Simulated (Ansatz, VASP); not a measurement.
This is a calculation of CdSe (Cadmoselite) for Ansatz 0.2.0.

input.yaml

```yaml
crystal:
  lattice:
    - [4.3, 0.0, 0.0]
    - [-2.15, 3.7239092363, 0.0]
    - [0.0, 0.0, 7.02]
  atoms:
    - { symbol: Cd, position: [0.6666666667, 0.3333333333, 0.5] }
    - { symbol: Cd, position: [0.3333333333, 0.6666666667, 0.0] }
    - { symbol: Se, position: [0.6666666667, 0.3333333333, 0.885] }
    - { symbol: Se, position: [0.3333333333, 0.6666666667, 0.385] }
kpoints:
  mp_grid: { grid: [4, 4, 2] }
scf:
  occupations: { method: fermi_dirac, width: 0.03 }
hamiltonian:
  xc: pbe
  pseudopotentials: { kind: all_electron, lapw: { basis_error: 0.003 } }
output:
  forces: true
  stress: true
  eigenvalues: true
```

Potentials or basis: all-electron LAPW, scalar-relativistic.

Command:

```sh
$ ansatz run input.yaml --threads 2 --pin off --max-ram 6144MiB --backend cpu --events-out ev --progress --plain --runs-dir out
```

Problem. Set up the same calculation for VASP 6.6.1. Potentials there: VASP PAW PBE potentials, release 64 (Cd, Se).

Solution. As run (the cutoff follows the program's own potentials):

The input INCAR:

```
ALGO     = Fast           # electronic algorithm
EDIFF    = 1E-7           # SCF threshold, eV
ENCUT    = 520            # plane-wave cutoff, eV
GGA      = PE             # functional
ISIF     = 2              # what is computed and relaxed
ISMEAR   = -1             # smearing method
LASPH    = True           # aspherical terms in the spheres
LCHARG   = True           # write CHGCAR
LELF     = True           # ELF
LREAL    = False          # projectors in reciprocal space
LVHAR    = True         
LWAVE    = False          # write WAVECAR
NBANDS   = 26             # bands
NELM     = 100            # most SCF steps
PREC     = Accurate       # precision mode
SIGMA    = 0.03           # smearing width, eV
```

File KPOINTS:

```
k-points
0
Gamma
  4 4 2
```

Contents of POSCAR:

```
CdSe
1.0
    4.3000000000      0.0000000000      0.0000000000
   -2.1500000000      3.7239092363      0.0000000000
    0.0000000000      0.0000000000      7.0200000000
Cd Se
2 2
Direct
    0.6666666667      0.3333333333      0.5000000000
    0.3333333333      0.6666666667      0.0000000000
    0.6666666667      0.3333333333      0.8850000000
    0.3333333333      0.6666666667      0.3850000000
```

Potentials or basis: VASP PAW PBE potentials, release 64 (Cd, Se).

The run is started by

```bash
$ cat potpaw_PBE.64/Cd/POTCAR potpaw_PBE.64/Se/POTCAR > POTCAR
$ mpirun -np 1 vasp_std > vasp.out
```

Both were run:

|  | VASP | Ansatz | Ansatz less VASP |
| --- | --- | --- | --- |
| gap on the k mesh at the Fermi level (eV) | 0.70 | 0.70 | 0.000 |
| least direct gap on the mesh (eV) | 0.70 | 0.70 | 0.000 |
| pressure (GPa) | 3.4 | 3.1 | -0.30 |
| largest component of the traceless stress (GPa) | 1.59 | 1.54 | -0.049 |
| rms of the force components (eV/Å) | 0.177 | 0.172 | -0.0052 |

Atom by atom the forces differ by 0.005 eV/Å (rms over components). Ansatz ran all-electron here, so the differences hold the error of VASP's frozen core and of both bases.

Caveats: the k mesh is coarse (spacing up to 0.45 Å⁻¹), so the values aren't converged.
